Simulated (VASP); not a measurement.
Write the native input for VASP 6.6.1 that does the following.

```yaml
Task: single point
Functional: PBE
Potentials_or_basis: VASP PAW PBE potentials, release 64 (Cu, Au)
Cutoff: 520 eV
k_mesh: 21 × 21 × 21
Occupations: gaussian, width 0.15 eV
Spin: no spin polarisation
Dipole_correction: no
Further_INCAR_settings: ALGO = Fast; EDIFF = 1e-06; NBANDS = 18
```

The structure of CuAu lies in POSCAR:

```
CuAu
1.0
    1.4430568479      0.8331492596      4.2561707609
   -1.4430568479      0.8331492596      4.2561707609
    0.0000000000     -1.6662985192      4.2561707609
Cu Au
1 1
Direct
    0.5000000000      0.5000000000      0.5000000000
    0.0000000000      0.0000000000      0.0000000000
```

The cell comes from a database or a generator and needn't be the stable form of this composition.

The input as run:

INCAR

```
PREC = Accurate
ENCUT = 520
EDIFF = 1E-6
ISMEAR = 0
SIGMA = 0.15
LREAL = F
LASPH = T
NELM = 100
ALGO = Fast
ISIF = 2
LWAVE = F
LCHARG = F
GGA = PE
NBANDS = 18
```

KPOINTS

```
regular mesh
0
Gamma
  21 21 21
```

Potentials or basis: VASP PAW PBE potentials, release 64 (Cu, Au).

Run with:

```console
$ cat potpaw_PBE.64/Cu/POTCAR potpaw_PBE.64/Au/POTCAR > POTCAR
$ mpirun -np 1 vasp_std > vasp.out
```

It gave:

```yaml
Pressure: -1.2 GPa
Band_gap_on_the_k_mesh: none (metal or under the smearing width)
```

Wall time 8.7 min on 1 thread of Intel(R) Xeon(R) 6975P-C (Granite Rapids), with other jobs on the host, peak memory 0.66 GiB.
